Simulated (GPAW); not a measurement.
# GaAs (Fm-3m) in GPAW: a series of runs

The runs below take GaAs through band structure, with TPSS, r2SCAN.

All numbers are computed with GPAW 26.7.0; they aren't measurements. Logs are shortened: lines on timing, memory, paths and dates and some standing lists are left out, and cuts for length are marked. The log counts tension as positive stress, the text compression.

### Step 1. The crystal as given

The structure is cubic, space group Fm-3m (No. 225). The conventional cell has a = 5.392 Å, b = 5.392 Å, c = 5.392 Å, α = 90.00°, β = 90.00°, γ = 90.00°. Ga (site symmetry m-3m) has 6 As at 2.70 Å as nearest neighbours. As (site symmetry m-3m) is surrounded by 6 Ga at 2.70 Å.

The cell was built by a generator and needn't be a form met in nature.

### Step 2. Band structure, TPSS

File run.py:

```python
from ase.dft.bandgap import bandgap
from ase.io import read, write
from ase.units import GPa
from gpaw import GPAW, PW

atoms = read('POSCAR')

calc = GPAW(mode=PW(600),
            xc='MGGA_X_TPSS+MGGA_C_TPSS',
            kpts={'size': (9, 9, 9), 'gamma': True},
            occupations={'name': 'fermi-dirac', 'width': 0.05},
            nbands=11,
            convergence={'density': 1e-05, 'energy': 1e-05},
            eigensolver='davidson',
            maxiter=150,
            txt='gpaw.txt')
atoms.calc = calc
energy = atoms.get_potential_energy()
forces = atoms.get_forces()
stress = atoms.get_stress()
calc.write('gs.gpw')
write('result.traj', atoms)
print(f'Energy: {energy:.6f} eV')
print('Forces (eV/A):')
print(forces.round(4))
print('Stress (GPa):', (stress / GPa).round(3))
print('Fermi level:', round(calc.get_fermi_level(), 4), 'eV')
print(f'Gap: {bandgap(calc)[0]:.4f} eV, direct: {bandgap(calc, direct=True)[0]:.4f} eV')

path = atoms.cell.bandpath('GXWKGLUWLK,UX', npoints=60, eps=1e-4)
bs_calc = calc.fixed_density(kpts=path, symmetry='off', nbands=20,
                             convergence={'bands': 'CBM+6.0', 'eigenstates': 1e-6}, txt='bands.txt')
bs = bs_calc.band_structure()
bs.write('bs.json')
print(f'Gap on the path: {bandgap(bs_calc)[0]:.4f} eV')
```

File POSCAR:

```
GaAs
1.0
    0.0000000000      2.6958900000      2.6958900000
    2.6958900000      0.0000000000      2.6958900000
    2.6958900000      2.6958900000      0.0000000000
Ga As
1 1
Direct
    0.0000000000      0.0000000000      0.0000000000
    0.5000000000      0.5000000000      0.5000000000
```

Potentials or basis: GPAW PAW data sets (gpaw-data 1.2.1), pw.

The run is started by

```
$ OMP_NUM_THREADS=1 python run.py
```

gpaw.txt:

```text
__  _  _
 | _ |_)|_||  |
 |__||  | ||/\| - 26.7.0

Input parameters:
  mode=PW(ecut=600.0),
  convergence={'density': 1e-05, 'energy': 1e-05},
  eigensolver=Davidson(niter=2),
  kpts=MonkhorstPack(size=(9, 9, 9), gamma=True),
  maxiter=150,
  nbands=11,
  occupations=Occupations(name='fermi-dirac', width=0.05),
  xc=XC(name='MGGA_X_TPSS+MGGA_C_TPSS')

Diagonalizing LCAO Hamiltonian
Converting LCAO to pw mode

               As

       Ga

Atoms  # Å, Bohr magnetons
|   | symbol |        x |        y |        z |    initial magnetic moments |
|---|--------|----------|----------|----------|-----------------------------|
| 0 |     Ga | 0.000000 | 0.000000 | 0.000000 | ( 0.0000,  0.0000,  0.0000) |
| 1 |     As | 2.695890 | 2.695890 | 2.695890 | ( 0.0000,  0.0000,  0.0000) |

Unit cell  # Å
| periodic |        x |        y |        z |  lengths |    angles |
|----------|----------|----------|----------|----------|-----------|
|      yes | 0.000000 | 2.695890 | 2.695890 | 3.812564 | 60.000000 |
|      yes | 2.695890 | 0.000000 | 2.695890 | 3.812564 | 60.000000 |
|      yes | 2.695890 | 2.695890 | 0.000000 | 3.812564 | 60.000000 |

Number of symmetries: 48
Symmetry operations  # r_c * U_cc + t_c -> r_c
|    | kind |            matrix            |
|----|------|------------------------------|
|  0 |  σ   |  1, 0, 0,  1, 0,-1,  1,-1, 0 |
|  1 |  C2  |  1, 0, 0,  1,-1, 0,  1, 0,-1 |
|  2 |  E   |  1, 0, 0,  0, 1, 0,  0, 0, 1 |
|  3 |  σ   |  1, 0, 0,  0, 0, 1,  0, 1, 0 |
|  4 |  C4  |  1, 0,-1,  1, 0, 0,  1,-1, 0 |
|  5 |  S6  |  1, 0,-1,  1,-1, 0,  1, 0, 0 |
|  6 |  σ   |  1, 0,-1,  0, 1,-1,  0, 0,-1 |
|  7 |  C3  |  1, 0,-1,  0, 0,-1,  0, 1,-1 |
|  8 |  S6  |  1,-1, 0,  1, 0, 0,  1, 0,-1 |
|  9 |  C4  |  1,-1, 0,  1, 0,-1,  1, 0, 0 |
| 10 |  C3  |  1,-1, 0,  0,-1, 1,  0,-1, 0 |
| 11 |  σ   |  1,-1, 0,  0,-1, 0,  0,-1, 1 |
| 12 |  σ   |  0, 1, 0,  1, 0, 0,  0, 0, 1 |
| 13 |  C4  |  0, 1, 0,  0, 1,-1, -1, 1, 0 |
| 14 |  C3  |  0, 1, 0,  0, 0, 1,  1, 0, 0 |
| 15 |  S6  |  0, 1, 0, -1, 1, 0,  0, 1,-1 |
| 16 |  C2  |  0, 1,-1,  1, 0,-1,  0, 0,-1 |
| 17 |  σ   |  0, 1,-1,  0, 1, 0, -1, 1, 0 |
| 18 |  S4  |  0, 1,-1,  0, 0,-1,  1, 0,-1 |
| 19 |  C4  |  0, 1,-1, -1, 1, 0,  0, 1, 0 |
| 20 |  C3  |  0, 0, 1,  1, 0, 0,  0, 1, 0 |
| 21 |  σ   |  0, 0, 1,  0, 1, 0,  1, 0, 0 |
| 22 |  S6  |  0, 0, 1,  0,-1, 1, -1, 0, 1 |
| 23 |  C4  |  0, 0, 1, -1, 0, 1,  0,-1, 1 |
| 24 |  S4  |  0, 0,-1,  1, 0,-1,  0, 1,-1 |
| 25 |  C3  |  0, 0,-1,  0, 1,-1,  1, 0,-1 |
| 26 |  C2  |  0, 0,-1,  0,-1, 0, -1, 0, 0 |
| 27 |  S6  |  0, 0,-1, -1, 0, 0,  0,-1, 0 |
| 28 |  S4  |  0,-1, 1,  1,-1, 0,  0,-1, 0 |
| 29 |  C4  |  0,-1, 1,  0, 0, 1, -1, 0, 1 |
| 30 |  C2  |  0,-1, 1,  0,-1, 0,  1,-1, 0 |
| 31 |  σ   |  0,-1, 1, -1, 0, 1,  0, 0, 1 |
| 32 |  C3  |  0,-1, 0,  1,-1, 0,  0,-1, 1 |
| 33 |  S6  |  0,-1, 0,  0, 0,-1, -1, 0, 0 |
| 34 |  S4  |  0,-1, 0,  0,-1, 1,  1,-1, 0 |
| 35 |  C2  |  0,-1, 0, -1, 0, 0,  0, 0,-1 |
| 36 |  C2  | -1, 1, 0,  0, 1, 0,  0, 1,-1 |
| 37 |  S6  | -1, 1, 0,  0, 1,-1,  0, 1, 0 |
| 38 |  S4  | -1, 1, 0, -1, 0, 1, -1, 0, 0 |
| 39 |  C3  | -1, 1, 0, -1, 0, 0, -1, 0, 1 |
| 40 |  S6  | -1, 0, 1,  0, 0, 1,  0,-1, 1 |
| 41 |  C2  | -1, 0, 1,  0,-1, 1,  0, 0, 1 |
| 42 |  C3  | -1, 0, 1, -1, 1, 0, -1, 0, 0 |
| 43 |  S4  | -1, 0, 1, -1, 0, 0, -1, 1, 0 |
| 44 |  C2  | -1, 0, 0,  0, 0,-1,  0,-1, 0 |
| 45 |  i   | -1, 0, 0,  0,-1, 0,  0, 0,-1 |
| 46 |  σ   | -1, 0, 0, -1, 1, 0, -1, 0, 1 |
| 47 |  C2  | -1, 0, 0, -1, 0, 1, -1, 1, 0 |

BZ-sampling:
  Number of BZ points: 729
  Number of IBZ points: 35

  Monkhorst-Pack size: [9, 9, 9]
  Monkhorst-Pack shift: [0, 0, 0]

K-points  # in reciprocal-cell coordinates
|     |                                coordinates |     weight |
|-----|--------------------------------------------|------------|
|   0 | (  0.00000000,   0.00000000,   0.00000000) | 0.00137174 |
|   1 | (  0.11111111,   0.11111111,   0.00000000) | 0.00823045 |
|   2 | (  0.11111111,   0.11111111,   0.11111111) | 0.01097394 |
|   3 | (  0.22222222,   0.11111111,   0.11111111) | 0.01646091 |
|   4 | (  0.22222222,   0.22222222,   0.00000000) | 0.00823045 |
|   5 | (  0.22222222,   0.22222222,   0.11111111) | 0.03292181 |
|   6 | (  0.22222222,   0.22222222,   0.22222222) | 0.01097394 |
|   7 | (  0.33333333,   0.22222222,   0.11111111) | 0.03292181 |
|   8 | (  0.33333333,   0.22222222,   0.22222222) | 0.03292181 |
|   9 | (  0.33333333,   0.33333333,  -0.33333333) | 0.01646091 |
| ... |                                            |            |
|  34 | (  0.44444444,   0.44444444,   0.44444444) | 0.01097394 |

Plane wave coefficients: 1324
Cutoff: 600.0 eV

Spin-components: 1 (collinear spins)
Bands:           11
Projectors:      10
Spin-degeneracy: 2
Datatype:        complex128

Parallelization:
  kpt:    1
  domain: 1
  band:   1

Density:
  Valence electrons: 8.0
  Components: 1
  Grid points: [24 24 24]
  Charge: 0.0  # |e|

Potential:
  Grid points: [24 24 24]

species:
  Ga:
    name:    Gallium
    Z:       31.0
    valence: 3
    core:    28
    charge:  0.0  # [|e|]
    compensation charges:
      type: gauss
      rc: 0.37  # [Å]
      lmax: 2
    cutoffs:
      filter: 2.06  # [Å]
      core: 4.17  # [Å]
    projectors
    | kind |    occ | energy [eV] | rcut [Å] |
    |------|--------|-------------|----------|
    |   4s |  2.000 |      -8.945 |    1.164 |
    |   4p |  1.000 |      -2.580 |    1.164 |
    |    s |        |      18.266 |    1.164 |
    |    p |        |      24.631 |    1.164 |
    |    d |        |       0.000 |    1.164 |

    Using partial waves for Ga as LCAO basis

  As:
    name:    Arsenic
    Z:       33.0
    valence: 5
    core:    28
    charge:  0.0  # [|e|]
    compensation charges:
      type: gauss
      rc: 0.33  # [Å]
      lmax: 2
    cutoffs:
      filter: 1.87  # [Å]
      core: 2.96  # [Å]
    projectors
    | kind |    occ | energy [eV] | rcut [Å] |
    |------|--------|-------------|----------|
    |   4s |  2.000 |     -14.487 |    1.058 |
    |   4p |  3.000 |      -5.196 |    1.058 |
    |    s |        |      12.725 |    1.058 |
    |    p |        |      22.016 |    1.058 |
    |    d |        |       0.000 |    1.058 |

    Using partial waves for As as LCAO basis

Reference energy: -114387.645129  # eV

eigensolver:
  Davidson
  Converge bands: occupied
  niter=2

density mixing:
  MSR1-Mixer
  Pratt-step length: 0.05
  Maximum mixing coefficient: 0.75
  Old densities: 10
  SVD Regularization: 0.005
  Good broyden scale: 1.0
  Trust region scale: 1.0
  Backstep threshold: 4.0
  History deletion threshold: 6.0
  Fourier metric: weight=20.0, sigma=0.015

occupation numbers:
  Fermi-Dirac:
    width: 0.0500  # eV

poisson solver:
  ecut: 4800.0  # eV

xc functional:
  name: MGGA_X_TPSS+MGGA_C_TPSS with 2 nearest neighbor stencil

convergence criteria:
- Maximum integral of absolute [dens]ity change: 1e-05 electrons / valence electron
- Maximum [total energy] change in last 3 cyles: 1e-05 eV / valence electron
- Maximum integral of absolute [eigenst]ate change: 4e-08 eV^2 / valence electron
maximum number of iterations: 150

SCF iterations
|iter     | |      energy | eigst |  dens |
|---------|-|-------------|-------|-------|
|iter:   1| |   17.394894 | +2.39 |       |
|iter:   2| |  -22.523127 | -0.02 | -0.99 |
|iter:   3| |  -22.541256 | -2.27 | -1.01 |
|iter:   4| |  -22.470518 | -2.59 | -1.05 |
|iter:   5| |  -22.486254 | -2.55 | -1.30 |
|iter:   6| |  -22.479032 | -4.46 | -1.38 |
|iter:   7| |  -22.483116 | -3.73 | -1.45 |
|iter:   8| |  -22.489679 | -3.71 | -1.58 |
|iter:   9| |  -22.488259 | -5.97 | -1.52 |
|iter:  10| |  -22.482762 | -4.63 | -1.53 |
|iter:  11| |  -22.482217 | -5.55 | -1.63 |
|iter:  12| |  -22.475792 | -3.71 | -1.65 |
|iter:  13| |  -22.475564 | -4.15 | -2.10 |
|iter:  14| |  -22.475701 | -5.20 | -2.70 |
|iter:  15| |  -22.475729 | -5.77 | -3.08 |
|iter:  16| |  -22.475729c| -7.35 | -4.30 |
|iter:  17| |  -22.475729c| -8.68c| -4.71 |
|iter:  18| |  -22.475729c| -9.80c| -5.65c|

Converged in 18 steps
Energy contributions relative to reference atoms: (reference = -114387.645129)

Energy contributions:
  Kinetic:          12.776799
  Coulomb:         -10.918187
  Zero:              0.049498
  External:          0.000000
  Xc:              -24.378041
  Entropy:          -0.011594
  Spinorbit:         0.000000
  ----------------------------
  Free energy:     -22.481526
  Extrapolated:    -22.475729

dipole moment: (-13.811922, -13.811922, -13.811922)  # |e|*Ang

Fermi level: 6.356
Eigenvalues  # (at kpt = [0.000, 0.000, 0.000])
| band index |      eig [eV] | occ [0-2] |
|------------|---------------|-----------|
|          0 |        -6.888 |     2.000 |
|          1 |         6.318 |     1.358 |
|          2 |         6.397 |     0.610 |
|          3 |         6.397 |     0.610 |
|          4 |         6.397 |     0.610 |
|          5 |        13.721 |     0.000 |
|          6 |        13.721 |     0.000 |
|          7 |        13.721 |     0.000 |
|          8 |        14.065 |     0.000 |
|          9 |        14.065 |     0.000 |
|         10 |        14.065 |     0.000 |

No gap
No difference between direct/indirect transitions

Forces  # eV/Ang
|       x |        y |        z |
|---------|----------|----------|
| 0.00000 | -0.00000 | -0.00000 |  # Ga   0
| 0.00000 |  0.00000 |  0.00000 |  # As   1

Stress tensor  # eV/Ang^3
|        x |         y |         z |
|----------|-----------|-----------|
| 0.008595 |  0.000000 |  0.000000 |
| 0.000000 |  0.008595 | -0.000000 |
| 0.000000 | -0.000000 |  0.008595 |

# Writing to gs.gpw (mode='')
```

Wall time 86 s (1 thread of Arm Neoverse V2, shared host); peak memory 0.28 GiB.

Results:

```
Free energy             : -22.4815 eV
Pressure                : -1.4 GPa
Band gap along the path : none (metal or under the smearing width)
```

Levels at the corners of the path, in eV from the Fermi level:
```csv
point,band 1,band 2,band 3,band 4,band 5,band 6,band 7,band 8
Γ,-13.24,-0.04,0.04,0.04,0.04,7.37,7.37,7.37
X,-10.29,-5.56,-3.57,-2.55,-2.55,3.50,10.15,10.15
W,-10.12,-5.67,-4.42,-4.42,2.37,4.19,7.58,7.58
K,-10.23,-5.98,-4.97,-1.88,-0.46,5.96,7.08,8.46
Γ,-13.24,-0.04,0.04,0.04,0.04,7.37,7.37,7.37
L,-10.97,-7.64,0.18,0.18,2.65,3.06,3.06,4.22
U,-10.23,-5.98,-4.97,-1.88,-0.46,5.96,7.08,8.46
W,-10.12,-5.67,-4.42,-4.42,2.37,4.19,7.58,7.58
L,-10.97,-7.64,0.18,0.18,2.65,3.06,3.06,4.22
K,-10.23,-5.98,-4.97,-1.88,-0.46,5.96,7.08,8.46
U,-10.23,-5.98,-4.97,-1.88,-0.46,5.96,7.08,8.46
X,-10.29,-5.56,-3.57,-2.55,-2.55,3.50,10.15,10.15
```

Caveat: the PAW data sets were made with another functional, which shifts forces and pressure a little.

### Step 3. Band structure, r2SCAN

Changes to run.py since step 2:

```diff
@@ -8,3 +8,3 @@
 calc = GPAW(mode=PW(600),
-            xc='MGGA_X_TPSS+MGGA_C_TPSS',
+            xc='MGGA_X_R2SCAN+MGGA_C_R2SCAN',
             kpts={'size': (9, 9, 9), 'gamma': True},
@@ -13,3 +13,2 @@
             convergence={'density': 1e-05, 'energy': 1e-05},
-            eigensolver='davidson',
             maxiter=150,
```

POSCAR is that of step 2.

Potentials or basis: GPAW PAW data sets (gpaw-data 1.2.1), pw.

The run is started by

```
$ OMP_NUM_THREADS=1 python run.py
```

gpaw.txt:

```text
__  _  _
 | _ |_)|_||  |
 |__||  | ||/\| - 26.7.0

Input parameters:
  mode=PW(ecut=600.0),
  convergence={'density': 1e-05, 'energy': 1e-05},
  kpts=MonkhorstPack(size=(9, 9, 9), gamma=True),
  maxiter=150,
  nbands=11,
  occupations=Occupations(name='fermi-dirac', width=0.05),
  xc=XC(name='MGGA_X_R2SCAN+MGGA_C_R2SCAN')

Diagonalizing LCAO Hamiltonian
Converting LCAO to pw mode

               As

       Ga

Atoms  # Å, Bohr magnetons
|   | symbol |        x |        y |        z |    initial magnetic moments |
|---|--------|----------|----------|----------|-----------------------------|
| 0 |     Ga | 0.000000 | 0.000000 | 0.000000 | ( 0.0000,  0.0000,  0.0000) |
| 1 |     As | 2.695890 | 2.695890 | 2.695890 | ( 0.0000,  0.0000,  0.0000) |

Unit cell  # Å
| periodic |        x |        y |        z |  lengths |    angles |
|----------|----------|----------|----------|----------|-----------|
|      yes | 0.000000 | 2.695890 | 2.695890 | 3.812564 | 60.000000 |
|      yes | 2.695890 | 0.000000 | 2.695890 | 3.812564 | 60.000000 |
|      yes | 2.695890 | 2.695890 | 0.000000 | 3.812564 | 60.000000 |

Number of symmetries: 48
Symmetry operations  # r_c * U_cc + t_c -> r_c
|    | kind |            matrix            |
|----|------|------------------------------|
|  0 |  σ   |  1, 0, 0,  1, 0,-1,  1,-1, 0 |
|  1 |  C2  |  1, 0, 0,  1,-1, 0,  1, 0,-1 |
|  2 |  E   |  1, 0, 0,  0, 1, 0,  0, 0, 1 |
|  3 |  σ   |  1, 0, 0,  0, 0, 1,  0, 1, 0 |
|  4 |  C4  |  1, 0,-1,  1, 0, 0,  1,-1, 0 |
|  5 |  S6  |  1, 0,-1,  1,-1, 0,  1, 0, 0 |
|  6 |  σ   |  1, 0,-1,  0, 1,-1,  0, 0,-1 |
|  7 |  C3  |  1, 0,-1,  0, 0,-1,  0, 1,-1 |
|  8 |  S6  |  1,-1, 0,  1, 0, 0,  1, 0,-1 |
[... 175 lines left out ...]
|iter:   3| |-220779.536401 | +5.49 | -1.07 |
|iter:   4| |   -3.915657 | +2.22 | +2.00 |
|iter:   5| |  -23.329489 | +0.96 | -0.32 |
|iter:   6| |  -23.464854 | -0.96 | -1.05 |
|iter:   7| |  -23.463100 | -3.15 | -1.47 |
|iter:   8| |  -23.452544 | -3.64 | -1.50 |
|iter:   9| |  -23.450215 | -4.41 | -1.75 |
|iter:  10| |  -23.448436 | -4.38 | -1.91 |
|iter:  11| |  -23.447850 | -4.64 | -2.20 |
|iter:  12| |  -23.447767 | -5.45 | -2.64 |
|iter:  13| |  -23.447738 | -6.05 | -3.06 |
|iter:  14| |  -23.447738c| -7.77c| -4.02 |
|iter:  15| |  -23.447737c| -7.61c| -4.45 |
|iter:  16| |  -23.447737c| -8.30c| -4.89 |
|iter:  17| |  -23.447737c| -9.44c| -5.51c|

Converged in 17 steps
Energy contributions relative to reference atoms: (reference = -114387.645129)

Energy contributions:
  Kinetic:          12.132804
  Coulomb:          -9.915670
  Zero:             -0.115077
  External:          0.000000
  Xc:              -25.544858
  Entropy:          -0.009873
  Spinorbit:         0.000000
  ----------------------------
  Free energy:     -23.452674
  Extrapolated:    -23.447737

dipole moment: (-13.788142, -13.788142, -13.788142)  # |e|*Ang

Fermi level: 6.217
Eigenvalues  # (at kpt = [0.000, 0.000, 0.000])
| band index |      eig [eV] | occ [0-2] |
|------------|---------------|-----------|
|          0 |        -7.427 |     2.000 |
|          1 |         6.192 |     1.247 |
|          2 |         6.192 |     1.247 |
|          3 |         6.192 |     1.247 |
|          4 |         6.462 |     0.015 |
|          5 |        13.962 |     0.000 |
|          6 |        13.962 |     0.000 |
|          7 |        13.962 |     0.000 |
|          8 |        14.302 |     0.000 |
|          9 |        14.302 |     0.000 |
|         10 |        14.302 |     0.000 |

No gap
No difference between direct/indirect transitions

Forces  # eV/Ang
|        x |       y |        z |
|----------|---------|----------|
| -0.00000 | 0.00000 | -0.00000 |  # Ga   0
|  0.00000 | 0.00000 |  0.00000 |  # As   1

Stress tensor  # eV/Ang^3
|         x |         y |         z |
|-----------|-----------|-----------|
|  0.016977 |  0.000000 | -0.000000 |
|  0.000000 |  0.016977 | -0.000000 |
| -0.000000 | -0.000000 |  0.016977 |

# Writing to gs.gpw (mode='')
```

bands.txt:

```text
Diagonalizing LCAO Hamiltonian
Converting LCAO to pw mode
convergence criteria:
- Maximum integral of absolute [eigenst]ate change: 1e-06 eV^2 / valence electron
maximum number of iterations: 150

SCF iterations
|iter     | |      energy | eigst |  dens |
|---------|-|-------------|-------|-------|
[... 64 lines left out ...]
         [0.42857143, 0.42857143, 0.64285714],
         [0.41071429, 0.41071429, 0.67857143],
         [0.39285714, 0.39285714, 0.71428571],
         [0.375     , 0.375     , 0.75      ],
         [0.625     , 0.25      , 0.625     ],
         [0.59375   , 0.1875    , 0.59375   ],
         [0.5625    , 0.125     , 0.5625    ],
         [0.53125   , 0.0625    , 0.53125   ],
         [0.5       , 0.        , 0.5       ]])),
  maxiter=150,
  nbands=20,
  occupations=Occupations(name='fermi-dirac', width=0.05),
  symmetry=Symmetry(point_group=False, time_reversal=False),
  xc=XC(name='MGGA_X_R2SCAN+MGGA_C_R2SCAN')
```

Run time: 84 s. Hardware: 1 thread of Arm Neoverse V2, shared host; peak memory 0.28 GiB.

Results:

* Free energy: -23.4527 eV
* Pressure: -2.7 GPa
* Band gap along the path: none (metal or under the smearing width)

Levels at the corners of the path, in eV from the Fermi level:
```
point  band 2  band 3  band 4  band 5  band 6  band 7
    Γ   -0.03   -0.03   -0.03    0.25    7.75    7.75
    X   -5.67   -3.64   -2.67   -2.67    4.05   10.63
    W   -5.86   -4.51   -4.51    2.47    4.37    8.19
    K   -6.18   -5.06   -1.98   -0.38    6.50    7.30
    Γ   -0.03   -0.03   -0.03    0.25    7.75    7.75
    L   -7.88    0.16    0.16    3.12    3.15    3.15
    U   -6.18   -5.06   -1.98   -0.38    6.50    7.30
    W   -5.86   -4.51   -4.51    2.47    4.37    8.19
    L   -7.88    0.16    0.16    3.12    3.15    3.15
    K   -6.18   -5.06   -1.98   -0.38    6.50    7.30
    U   -6.18   -5.06   -1.98   -0.38    6.50    7.30
    X   -5.67   -3.64   -2.67   -2.67    4.05   10.63
```

Caveat: the PAW data sets were made with another functional, which shifts forces and pressure a little.
